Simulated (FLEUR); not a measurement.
# KI under changes of volume

One of the cells (44.091 Å³/atom); the others are scaled copies at fixed shape and fractional positions:

```
I K
1.0
     0.00000    3.53277    3.53277
     3.53277    0.00000    3.53277
     3.53277    3.53277    0.00000
I K
1 1
Direct
  0.50000 0.50000 0.50000
  0.00000 0.00000 0.00000
```

```yaml
Program: FLEUR MaX-R8.1 (later development tree)
Functional: LDA
Potentials_or_basis: all-electron
Basis: FLAPW
Kmax: 4.1 1/bohr
k_mesh: 7 × 7 × 7
Occupations: fermi-dirac, width 0.05 eV
Spin: no spin polarisation
```

```tsv
volume (Å³/atom)	energy over the lowest point (meV/atom)	gap on the mesh (eV)
41.445	0.00	3.75
42.327	4.31	3.70
44.091	16.67	3.61
45.854	?	?
46.736	42.33	3.48
```

Problem. What does the run at 45.854 Å³/atom give?

Solution. Energy over the lowest point 32.99 meV/atom; gap on the mesh 3.52 eV.

Worked out: A Birch-Murnaghan fit of order 2 (a polynomial in V^(-2/3)) to the other rows has no minimum within the range. It gives 32.94 meV/atom at 45.854 Å³/atom, against the run's 32.99. A straight line through the other rows of the gap, of slope -2.24 eV per unit of ln V (its deformation potential), gives 3.52 eV, against the run's 3.52.

Energies are extrapolated to zero smearing.

Caveats: spin-orbit coupling is left out, which moves the levels of the heavy elements; an odd mesh through Γ misses points on the zone boundary, where band edges often lie (some runs).
